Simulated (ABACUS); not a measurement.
Here is an ABACUS 3.10.1 calculation.

File INPUT:

```
INPUT_PARAMETERS
suffix              Zr
calculation         scf
basis_type          pw
pseudo_dir          ./
symmetry            1
dft_functional      pbe
ecutwfc             40
pseudo_rcut         10
nspin               1
nbands              22
ks_solver           dav
smearing_method     fd
smearing_sigma      0.00367493
scf_thr             1e-08
scf_nmax            100
mixing_type         broyden
mixing_beta         0.7
cal_force           1
cal_stress          1
ecutrho             320
out_chg             1
kpar                4
```

Contents of STRU:

```
ATOMIC_SPECIES
Zr 91.2240 zr_pbe_v1.uspp.F.UPF

LATTICE_CONSTANT
1.8897261246

LATTICE_VECTORS
3.2320000000 0.0000000000 0.0000000000
-1.6160000000 2.7989941050 0.0000000000
0.0000000000 0.0000000000 5.1470000000

ATOMIC_POSITIONS
Direct

Zr
0.0
2
0.6666666667 0.3333333333 0.7500000000 1 1 1
0.3333333333 0.6666666667 0.2500000000 1 1 1
```

Contents of KPT:

```
K_POINTS
0
Gamma
7 7 4 0 0 0
```

Potentials or basis: GBRV ultrasoft 1.5 PBE, plane waves.

The run is started by

```bash
$ OMP_NUM_THREADS=1 mpirun -np 4 abacus > log
```

Question: What does it give for the band gap on the k mesh?

Answer: None (metal or under the smearing width).

Question: Estimate the pressure.

Answer: 0.5 GPa.
